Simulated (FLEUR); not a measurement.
# 2 ML Fe on MgO(001), 2 substrate layers: from one collinear state to anisotropy, part 2 of 2

Wanted: anisotropy for 2 ML Fe on MgO(001), 2 substrate layers, with the cost of each step.

FLEUR MaX-R8.1; PBE; all-electron FLAPW film, Dirac cores, scalar-relativistic bands.

So far. Step 2 (Reference state): After 48 cycles the largest moment stands at 2.91 μB.

## (5) Spin–orbit coupling, moments along z

Level of this step: PBE; all-electron FLAPW film, Dirac cores, scalar-relativistic bands with spin-orbit coupling (FLEUR).

Spin–orbit coupling ties the spins to the lattice and lets orbital moments form.

A new self-consistent run of the start ferro ++, with the moments along z. The k list default-1 (kpts.xml, not shown) is a Γ-centred 18×18×1 mesh.

inp.xml reads:

```
<?xml version="1.0" encoding="UTF-8" standalone="no"?>
<fleurInput fleurInputVersion="0.39">
   <comment>
      MgFeO
   </comment>
   <calculationSetup>
      <cutoffs Kmax="3.78" Gmax="11.3" GmaxXC="11.3" numbands="184"/>
      <scfLoop itmax="150" minDistance="0.00002" maxIterBroyd="15" imix="Anderson" alpha="0.03" precondParam="0.0" spinf="2.0" sdNocoIR="T"/>
      <coreElectrons ctail="T" frcor="F" kcrel="0" coretail_lmax="0"/>
      <xcFunctional name="pbe" relativisticCorrections="F"/>
      <magnetism jspins="2"/>
      <soc l_soc="T" theta="0.0" phi="0.0" spav="F"/>
      <expertModes spex="0" secvar="F"/>
      <geometryOptimization l_f="F" forcealpha="1.0" forcemix="BFGS" epsdisp="0.00001" epsforce="0.00001"/>
      <ldaU l_linMix="F" mixParam="0.05" spinf="1.0"/>
   </calculationSetup>
   <cell>
      <bzIntegration valenceElectrons="64.0" mode="hist" fermiSmearingEnergy="0.00183747">
         <kPointListSelection listName="default-1"/>
         <xi:include xmlns:xi="http://www.w3.org/2001/XInclude" href="kpts.xml"> </xi:include>
      </bzIntegration>
      <xi:include xmlns:xi="http://www.w3.org/2001/XInclude" href="sym.xml"> </xi:include>
      <filmLattice scale="1.0" dVac="15.83" dTilda="18.33">
         <bravaisMatrixFilm>
            <row-1>    5.5180002838319995     0.0000000000000000</row-1>
            <row-2>    0.0000000000000000     5.5180002838319995</row-2>
         </bravaisMatrixFilm>
         <vacuumEnergyParameters vacuum="1" spinUp="-.25" spinDown="-.25"/>
         <vacuumEnergyParameters vacuum="2" spinUp="-.25" spinDown="-.25"/>
      </filmLattice>
   </cell>
   <atomSpecies>
      <species name="Magnesium (Mg)" element="Mg" atomicNumber="12">
         <mtSphere radius="1.99" gridPoints="659" logIncrement="0.017"/>
         <atomicCutoffs lmax="8" lnonsphr="6"/>
         <electronConfig flipSpins="F">
            <coreConfig>(1s1/2)</coreConfig>
            <valenceConfig>(2s1/2) (2p1/2) (2p3/2) (3s1/2)</valenceConfig>
         </electronConfig>
         <energyParameters s="3" p="3" d="3" f="4"/>
         <lo type="SCLO" l="0" n="2" eDeriv="0"/>
         <lo type="SCLO" l="1" n="2" eDeriv="0"/>
      </species>
      <species name="Oxygen (O)" element="O" atomicNumber="8">
         <mtSphere radius="1.72" gridPoints="569" logIncrement="0.019"/>
         <atomicCutoffs lmax="6" lnonsphr="4"/>
         <electronConfig flipSpins="F">
            <coreConfig>(1s1/2)</coreConfig>
            <valenceConfig>(2s1/2) (2p1/2) (2p3/2)</valenceConfig>
            <stateOccupation state="(2p1/2)" spinUp="0.666667" spinDown="0.666667"/>
            <stateOccupation state="(2p3/2)" spinUp="1.333333" spinDown="1.333333"/>
         </electronConfig>
         <energyParameters s="2" p="2" d="3" f="4"/>
      </species>
      <species name="Iron (Fe) 4.000" element="Fe" atomicNumber="26">
         <mtSphere radius="2.17" gridPoints="717" logIncrement="0.017"/>
         <atomicCutoffs lmax="8" lnonsphr="6"/>
         <electronConfig flipSpins="F">
            <coreConfig>(1s1/2) (2s1/2) (2p1/2) (2p3/2)</coreConfig>
            <valenceConfig>(3s1/2) (3p1/2) (3p3/2) (4s1/2) (3d3/2) (3d5/2)</valenceConfig>
            <stateOccupation state="(3d3/2)" spinUp="2.0" spinDown="0.4"/>
            <stateOccupation state="(3d5/2)" spinUp="3.0" spinDown="0.6"/>
         </electronConfig>
         <energyParameters s="4" p="4" d="3" f="4"/>
         <lo type="SCLO" l="0" n="3" eDeriv="0"/>
         <lo type="SCLO" l="1" n="3" eDeriv="0"/>
      </species>
   </atomSpecies>
   <atomGroups>
      <atomGroup species="Magnesium (Mg)">
         <filmPos label="                   1">.0000000000 .0000000000 -5.3441587085</filmPos>
         <force calculate="T" relaxXYZ="TTT"/>
      </atomGroup>
      <atomGroup species="Oxygen (O)">
         <filmPos label="                   2">1.000/2.000 1.000/2.000 -5.3441587085</filmPos>
         <force calculate="T" relaxXYZ="TTT"/>
      </atomGroup>
      <atomGroup species="Magnesium (Mg)">
         <filmPos label="                   3">1.000/2.000 1.000/2.000 -1.3643901837</filmPos>
         <force calculate="T" relaxXYZ="TTT"/>
      </atomGroup>
      <atomGroup species="Oxygen (O)">
         <filmPos label="                   4">.0000000000 .0000000000 -1.3643901837</filmPos>
         <force calculate="T" relaxXYZ="TTT"/>
      </atomGroup>
      <atomGroup species="Iron (Fe) 4.000">
         <filmPos label="                   5">.0000000000 .0000000000 2.7363206921</filmPos>
         <force calculate="T" relaxXYZ="TTT"/>
      </atomGroup>
      <atomGroup species="Iron (Fe) 4.000">
         <filmPos label="                   6">1.000/2.000 1.000/2.000 5.3441587085</filmPos>
         <force calculate="T" relaxXYZ="TTT"/>
      </atomGroup>
   </atomGroups>
   <output dos="F" band="F" slice="F">
      <bandDOS minEnergy="-.5*Htr" maxEnergy="0.5*Htr" sigma="0.015" storeEVData="T"/>
      <plotting iplot="0" polar="F">
         <plot TwoD="T" vec1="  1.0  0.0  0.0" vec2="  0.0  1.0  0.0" vec3="  0.0  0.0  1.0" zero="  0.0  0.0 -0.5" file="plot"/>
      </plotting>
      <moessbauerParams electricFieldGradient="F" isomerShift="F" coreHyperfine="F" valenceHyperfine="F"/>
   </output>
</fleurInput>
```

crystal.txt reads:

```
MgFeO
&input film=T cartesian=F /
2.92000000000  0.00000000000  0.00000000000
0.00000000000  2.92000000000  0.00000000000
0.00000000000  0.00000000000  1.00000000000
1.8897261246
1.0 1.0 1.0

6
12 0.00000000000  0.00000000000  -5.34415870852
8 0.50000000000  0.50000000000  -5.34415870852
12 0.50000000000  0.50000000000  -1.36439018371
8 0.00000000000  0.00000000000  -1.36439018371
26 0.00000000000  0.00000000000  2.73632069213 : 4.000
26 0.50000000000  0.50000000000  5.34415870852 : 4.000

&soc 0.0000000 0.0000000 /
&kpt div1=18 div2=18 div3=1 gamma=T /
```

Launch:

```bash
$ OMP_NUM_THREADS=1 inpgen -f crystal.txt > inpgen.log  # inp.xml is then edited as shown
$ OMP_NUM_THREADS=1 mpirun -n 8 fleur_MPI > fleur.log
```

The program printed:

```text
[banner, memory and clock lines left out]
Welcome to FLEUR        (www.flapw.de)
      MaX-Release 8.1          (www.max-centre.eu)

 ========== k-point set info ==========
 Selected k-point list: default-1
 k-point list type: mesh
 0 x 0 x 0
 Number of k points: 88

 [... set-up left out ...]
 Iteration:     1   Distance:      22.38277549 me/bohr^3
 Iteration:     2   Distance:      18.35937906 me/bohr^3
 Iteration:     3   Distance:      16.81560370 me/bohr^3
 Iteration:     4   Distance:      10.36218889 me/bohr^3
 Iteration:     5   Distance:       9.90995440 me/bohr^3
 Iteration:     6   Distance:       5.73369605 me/bohr^3
 Iteration:     7   Distance:       6.91297322 me/bohr^3
 Iteration:     8   Distance:       6.26962980 me/bohr^3
 Iteration:     9   Distance:       5.61582070 me/bohr^3
 Iteration:    10   Distance:       1.60237614 me/bohr^3
[... 20 iterations left out ...]
 Iteration:    31   Distance:       0.00313784 me/bohr^3
 Iteration:    32   Distance:       0.00240109 me/bohr^3
 Iteration:    33   Distance:       0.00136641 me/bohr^3
 Iteration:    34   Distance:       0.00077575 me/bohr^3
 Iteration:    35   Distance:       0.00044260 me/bohr^3
 Iteration:    36   Distance:       0.00022112 me/bohr^3
 Iteration:    37   Distance:       0.00015424 me/bohr^3
 Iteration:    38   Distance:       0.00004641 me/bohr^3
 Iteration:    39   Distance:       0.00005160 me/bohr^3
 Iteration:    40   Distance:       0.00001846 me/bohr^3

 ********************************************************************
 Run finished successfully
 Stop message:
   all done
 ********************************************************************

--- out.xml (last complete iteration) ---
<iteration numberForCurrentRun="   40" overallNumber="   40">
         [... left out ...]
         <bandgap value="0.0000000000" units="eV"/>
         <sumValenceSingleParticleEnergies value="-81.3799205890" units="Htr"/>
         <FermiEnergy value="-0.1356016079" units="Htr"/>
         [... left out ...]
         <magneticMomentsInMTSpheres units="muBohr">
            <globalMagMoment atomType="1" vec="0.00000   0.00000   0.00264"/>
            <globalMagMoment atomType="2" vec="0.00000   0.00000   0.00107"/>
            <globalMagMoment atomType="3" vec="0.00000   0.00000  -0.00479"/>
            <globalMagMoment atomType="4" vec="0.00000   0.00000   0.01977"/>
            <globalMagMoment atomType="5" vec="0.00000   0.00000   2.70490"/>
            <globalMagMoment atomType="6" vec="0.00000   0.00000   2.92911"/>
         </magneticMomentsInMTSpheres>
         <orbitalMomentsInMTSpheres units="muBohr">
            <globalMagMoment atomType="1" vec="0.00000   0.00000   0.00001"/>
            <globalMagMoment atomType="2" vec="0.00000   0.00000   0.00000"/>
            <globalMagMoment atomType="3" vec="0.00000   0.00000  -0.00006"/>
            <globalMagMoment atomType="4" vec="0.00000   0.00000   0.00075"/>
            <globalMagMoment atomType="5" vec="0.00000   0.00000   0.09016"/>
            <globalMagMoment atomType="6" vec="0.00000   0.00000   0.08700"/>
         </orbitalMomentsInMTSpheres>
         [... left out ...]
         <totalEnergy value="    -3096.9214348573" units="Htr">
            <sumOfEigenvalues value="    -1796.0883740893">
               <coreElectrons value="-1714.7084535003"/>
               <valenceElectrons value="-81.3799205890"/>
            </sumOfEigenvalues>
         [... left out ...]
            <freeEnergy value="-3096.9225107218"/>
            <extrapolationTo0K value="-3096.9219727896"/>
         </totalEnergy>
         <densityConvergence units="me/bohr^3">
            <chargeDensity spin="1" distance="0.0000101375"/>
            <chargeDensity spin="2" distance="0.0000149717"/>
            <overallChargeDensity distance="0.0000184604"/>
            <spinDensity distance="0.0000176932"/>
         </densityConvergence>
      </iteration>
```

It took 8.6 min on 8 MPI ranks of Arm Neoverse V2, shared host; peak memory 1.5 GiB; 68 min of CPU time.

Spin moment in the muffin-tin sphere by atom:

| atom | spin moment in the muffin-tin sphere (μB) |
| --- | --- |
| Mg1 | 0.00 |
| O2 | 0.00 |
| Mg3 | 0.00 |
| O4 | 0.02 |
| Fe5 | 2.70 |
| Fe6 | 2.93 |

Read from the output:

```
free energy                                                       : -84271.5546 eV
program's band gap on this mesh (in a metal only a level spacing) : 0 eV
magnetization                                                     : 5.694 μB
final state                                                       : ferromagnetic
orbital moment along the spin                                     : 0.087 μB
```

Orbital moment in the sphere, along the spin axis by atom:

| atom | orbital moment in the sphere, along the spin axis (μB) |
| --- | --- |
| Mg1 | 0.0000 |
| O2 | 0.0000 |
| Mg3 | -0.0001 |
| O4 | 0.0008 |
| Fe5 | 0.0902 |
| Fe6 | 0.0870 |

## (6) What came out

| Item | Value |
| --- | --- |
| reference state | ferromagnetic |
| largest sphere moment | 2.91 μB |
| easy direction of those tried | z |
| energy along x less z, force theorem | 1.04 meV a primitive cell |
| orbital moment on the atom of largest spin, along its spin (spin–orbit run) | 0.087 μB |

In words: By the force theorem the moments prefer z; shape anisotropy is not in it, and in a film it favours the plane. The difference for the second direction goes from 0.99 meV (mesh 12×12×1, 160 states, 6.5 min of CPU time) to 1.0 meV (mesh 18×18×1, 160 states, 14 min). The orbital moment is parallel to the spin. The state was typed, and no other order was converged beside it, so it need not be the ground state. A substrate of 2 unrelaxed layers is a model; thickness and relaxation can move these numbers.

[Logs and program files are shortened in this print: banners, set-up blocks, solver, clock and traceback lines can be left out without a mark of their own.]

[Logs are printed without paths, hosts, clocks, repeated set-up lines and the standing remarks that a program may print on its own settings, such as how far it seeks lower states.]

[Hosts, paths, dates, database ids (printed as entryN), source tags and the programs' standing remarks are cut or masked in the printed files.]

[Where a cell is said to come from a database of computed structures, the database is the Materials Project.]
